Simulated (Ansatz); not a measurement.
Si (lonsdaleite): zone-centre phonons and dielectric response

Perturbation theory with PBEsol in Ansatz on the PBEsol cell, ground state and force constants on a 6×6×4 mesh. Calculated for a static, non-magnetic cell.

Space group P6_3/mmc (No. 194), hexagonal; a = 3.825 Å, c = 6.323 Å in the conventional setting, 20.03 Å³ an atom. Around Si lie 4 Si at 2.35–2.37 Å.

```yaml
crystal:
  lattice:
    - [3.82492, 0.00000, 0.00000]
    - [-1.91246, 3.31248, 0.00000]
    - [0.00000, 0.00000, 6.32350]
  atoms:
    - { symbol: Si, position: [0.33333, 0.66667, 0.00049] }
    - { symbol: Si, position: [0.66667, 0.33333, 0.50049] }
    - { symbol: Si, position: [0.33333, 0.66667, 0.37451] }
    - { symbol: Si, position: [0.66667, 0.33333, 0.87451] }
```

Optical modes without the longitudinal term:

| ω (cm⁻¹) | degeneracy | IR intensity, summed over the level ((D/Å)²/amu) |
| --- | --- | --- |
| 91 | 2 | 0.00 |
| 369 | 1 | 0.00 |
| 410 | 1 | 0.00 |
| 490 | 2 | 0.00 |
| 503 | 1 | 0.00 |
| 505 | 2 | 0.00 |

All optical modes at Γ are real, from 91 to 505 cm⁻¹ without the longitudinal term; this says nothing of other wave vectors. The long-range field leaves the highest mode where it is. By the program's warning the force constants, and with them frequencies and ε⁰, aren't converged on this mesh. No mode is infrared active.

The electronic dielectric tensor ε∞ is 12.99 along x and y, 14.13 along z. With the ions relaxed, ε⁰ is 13.0 along x and y, 14.1 along z. Born charges, averaged over directions: Si 0.00 e.

For comparison, on the r2SCAN cell the mean ε∞ is 11.72 with r2SCAN (ground state on 6×6×4; least gap 0.61 eV), 12.96 with PBE (ground state on 6×6×4; least gap 0.43 eV).
